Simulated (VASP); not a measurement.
Te2Mo, 6 atoms in the cell. It takes space group P6_3/mmc (No. 194, hexagonal). Conventional cell: a = 3.518 Å, b = 3.518 Å, c = 13.974 Å, α = 90.00°, β = 90.00°, γ = 120.00°. Around Mo (site symmetry -6m2) lie 6 Te at 2.72 Å. Te (site symmetry 3m) has 3 Mo at 2.72 Å as nearest neighbours. 

```yaml
Program: VASP 6.6.1
Task: single point
Functional: HSE06
Potentials_or_basis: VASP PAW PBE potentials, release 64 (Mo_sv, Te)
Cutoff: 450 eV
k_mesh: 4 × 4 × 1
Occupations: gaussian, width 0.05 eV
Spin: collinear spin, antiferromagnetic start
Starting_moments: "[1.0, -1.0, 0.0, 0.0, 0.0, 0.0] μB"
Grid_for_exact_exchange_PRECFOCK: Fast
Screening_parameter: 0.2 1/A
Further_INCAR_settings: ALGO = Normal; EDIFF = 1e-06
```

Potentials or basis: VASP PAW PBE potentials, release 64 (Mo_sv, Te).

Command:

```bash
$ cat potpaw_PBE.64/Mo_sv/POTCAR potpaw_PBE.64/Te/POTCAR > POTCAR
$ cp INCAR.step1 INCAR
$ mpirun -np 1 vasp_std > vasp.out
$ cp INCAR.step2 INCAR
$ mpirun -np 1 vasp_std > vasp.out
```

Hardware: 1 thread of Intel(R) Xeon(R) Platinum 8488C (Sapphire Rapids), with other jobs on the host.

Task: Estimate the wall time of this run.

Result: It took 13 min on 1 thread of Intel(R) Xeon(R) Platinum 8488C (Sapphire Rapids) (shared host), peak memory 0.39 GiB. Counts: scf iterations 13, k points 4.
